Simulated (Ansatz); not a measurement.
Input of an Ansatz 0.2.0 run:

input.yaml

```yaml
crystal:
  lattice:
    - [3.1967, 0.0, 0.0]
    - [-1.59835, 2.7684234083, 0.0]
    - [0.0, 0.0, 5.0578]
  atoms:
    - { symbol: Hf, position: [0.6666666667, 0.3333333333, 0.75] }
    - { symbol: Hf, position: [0.3333333333, 0.6666666667, 0.25] }
hamiltonian:
  xc: lda
  pseudopotentials: { kind: paw_fr }
magnetization:
  noncollinear: true
  spin_orbit: true
kpoints:
  mp_grid: { grid: [7, 7, 4] }
  band_path:
    path:
      - [[0.0, 0.0, 0.0], [0.5, 0.0, 0.0], [0.3333333333, 0.3333333333, 0.0], [0.0, 0.0, 0.0], [0.0, 0.0, 0.5], [0.5, 0.0, 0.5], [0.3333333333, 0.3333333333, 0.5], [0.0, 0.0, 0.5]]
      - [[0.5, 0.0, 0.5], [0.5, 0.0, 0.0]]
      - [[0.3333333333, 0.3333333333, 0.0], [0.3333333333, 0.3333333333, 0.5]]
    npoints: 14
scf:
  occupations: { method: fermi_dirac, width: 0.05 }
  n_extra_bands: 6
output:
  forces: true
  stress: true
  eigenvalues: true
  fatbands: false
  write_density: true
  write_potential: true
  elf: true
  volumetric_format: npy
```

Potentials or basis: Ansatz PAW.

Launch:

```sh
$ ansatz run input.yaml --threads 2 --pin off --max-ram 5632MiB --backend cpu --events-out ev --progress --plain --runs-dir out
```

**Question.** Estimate the pressure.

**Answer.** -7.7 GPa.

**Question.** Predict the band gap on the k mesh.

**Answer.** None (metal or under the smearing width).

Levels at the corners of the path, in eV from the Fermi level:
```csv
point,band 50,band 51,band 52,band 53,band 54,band 55
Γ,0.67,0.89,0.89,1.27,1.27,1.31
M,-2.27,-0.78,-0.78,0.64,0.64,0.78
K,-1.65,-1.47,-1.47,0.24,0.24,0.34
Γ,0.67,0.89,0.89,1.27,1.27,1.31
A,0.09,0.09,0.09,0.81,0.81,0.81
L,-1.04,-1.04,-1.04,1.14,1.14,1.14
H,-1.63,-1.34,-1.34,-0.37,-0.37,-0.07
A,0.09,0.09,0.09,0.81,0.81,0.81
L,-1.04,-1.04,-1.04,1.14,1.14,1.14
M,-2.27,-0.78,-0.78,0.64,0.64,0.78
K,-1.65,-1.47,-1.47,0.24,0.24,0.34
H,-1.63,-1.34,-1.34,-0.37,-0.37,-0.07
```

Caveat: the PAW data sets come from PBE, with cores solved anew for the run's functional, which leaves a small shift of forces and pressure.
